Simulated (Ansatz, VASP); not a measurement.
**SnTe: VASP beside Ansatz**

Contents of INCAR:

```
PREC     = Accurate       # precision mode
ENCUT    = 520            # plane-wave cutoff, eV
EDIFF    = 1E-8           # SCF threshold, eV
ISMEAR   = -1             # smearing method
SIGMA    = 0.08           # smearing width, eV
LREAL    = F              # projectors in reciprocal space
LASPH    = T              # aspherical terms in the spheres
NELM     = 60             # most SCF steps
ALGO     = Normal         # electronic algorithm
ISIF     = 2              # what is computed and relaxed
LWAVE    = F              # write WAVECAR
LCHARG   = F              # write CHGCAR
GGA      = PS             # functional
LEFG     = T            
NBANDS   = 17             # bands
```

Contents of KPOINTS:

```
Automatic mesh
0
Gamma
  11 11 11
```

POSCAR

```
SnTe
1.0
    0.0000000000      3.1565000000      3.1565000000
    3.1565000000      0.0000000000      3.1565000000
    3.1565000000      3.1565000000      0.0000000000
Sn Te
1 1
Direct
    0.0000000000      0.0000000000      0.0000000000
    0.5000000000      0.5000000000      0.5000000000
```

Input for Ansatz:

```yaml
crystal:
  lattice:
    - [0.0, 3.1565, 3.1565]
    - [3.1565, 0.0, 3.1565]
    - [3.1565, 3.1565, 0.0]
  atoms:
    - { symbol: Sn, position: [0.0, 0.0, 0.0] }
    - { symbol: Te, position: [0.5, 0.5, 0.5] }
kpoints:
  mp_grid: { grid: [11, 11, 11] }
  band_path:
    path:
      - [0.0, 0.0, 0.0]
      - [0.5, 0.0, 0.5]
      - [0.625, 0.25, 0.625]
      - [0.375, 0.375, 0.75]
      - [0.0, 0.0, 0.0]
      - [0.5, 0.5, 0.5]
      - [0.5, 0.25, 0.75]
      - [0.5, 0.0, 0.5]
    npoints: 5
scf:
  occupations: { method: fermi_dirac, width: 0.08 }
hamiltonian:
  xc: pbesol
  pseudopotentials: { kind: paw }
output:
  forces: true
  stress: true
  eigenvalues: true
  efg: { contact_densities: true }
  write_density: true
  write_potential: true
  elf: true
  volumetric_format: npy
```

Alike in both runs: task electric field gradients; functional PBEsol; k mesh 11 × 11 × 11; occupations fermi-dirac, width 0.08 eV; no spin polarisation.

|  | VASP | Ansatz |
| --- | --- | --- |
| version | VASP 6.6.1 | Ansatz 0.2.0 |
| potentials or method | VASP PAW PBE potentials, release 64 (Sn_d, Te) | PAW with Ansatz's default frozen-core files, scalar-relativistic |
| plane-wave cutoff (eV) | 520 | 420 |
| valence electrons in the cell | 20 | 30 |

```csv
,VASP,Ansatz,Ansatz less VASP
pressure (GPa),-0.5,-0.5,-0.01
Vzz of the field gradient on the site that differs most (V/Å²),0.0,0.0,0.00
```

The two sets of potentials don't hold the same shells in valence. Ansatz warned: «gradients_without_spin_orbit».

Caveats: the PAW data sets were made with another functional, which shifts forces and pressure a little (VASP). Spin-orbit coupling is left out, which matters for the levels of Te.
